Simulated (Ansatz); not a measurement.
LiH built on the NiAs prototype, relaxed with r2SCAN, was run in Ansatz under altered settings. All numbers are computed, without spin polarisation but where a row says otherwise.

```
CELL_PARAMETERS angstrom
2.78155 0.00000 0.00000
-1.39077 2.40889 0.00000
0.00000 0.00000 4.87296
ATOMIC_POSITIONS crystal
Li 0.00000 0.00000 0.00000
Li 0.00000 0.00000 0.50000
H 0.33333 0.66667 0.25000
H 0.66667 0.33333 0.75000
```

The base run's other keys:
```yaml
kpoints:
  mp_grid: { grid: [6, 6, 2] }
hamiltonian:
  xc: hse06
scf:
  occupations: { method: fixed }
  n_extra_bands: 5
```

It takes 11 iterations with 653 plane waves at 420 eV and 14 k points, and leaves a mean stress of -0.45 GPa. The gap over this mesh is 5.386 eV. It ran on 4 threads of Arm Neoverse N1, with other jobs on the host.

Outcomes, with energy and stress as changes against the base:
```tsv
setting	outcome	ΔF (meV/atom)	Δ mean stress (GPa)	gap on the mesh (eV)	iterations	wall time
PBE hybrid, exx coeff 0.75, omega 0.3 1/Å	converged	–	-1.0	6.927	15	4.8 s
PBE hybrid, exx coeff 0.05, unscreened	converged	–	+0.5	4.699	8	3.4 s
scf.mixing.beta: 0.05	converged	0.0	0.0	5.386	10	4 s
```
A dash marks a value that wasn't obtained or can't be compared. Stress is positive in compression. The base took 4 s. The base's mesh is coarse for a hybrid, so its own values aren't converged.

- PBE hybrid, exx coeff 0.75, omega 0.3 1/Å. That is 75 % exact exchange, screened with ω = 0.3 1/Å, against HSE06's 25 % screened at 0.208 1/Å. The mean stress moves by -1.0 GPa and the gap on the mesh by +1.541 eV (to 6.927). Totals of different functionals aren't comparable.
- PBE hybrid, exx coeff 0.05, unscreened. That is 5 % exact exchange, at all ranges, against HSE06's 25 % screened at 0.208 1/Å. The mean stress moves by +0.5 GPa and the gap on the mesh by -0.687 eV (to 4.699). Totals of different functionals aren't comparable.

Within 1 meV an atom, 0.1 GPa and 0.005 eV of the base stay: scf.mixing.beta: 0.05.

The stress of a hybrid is loosely converged in these runs.

The meshes of the hybrids are coarse, so their gaps aren't converged to the digits shown.
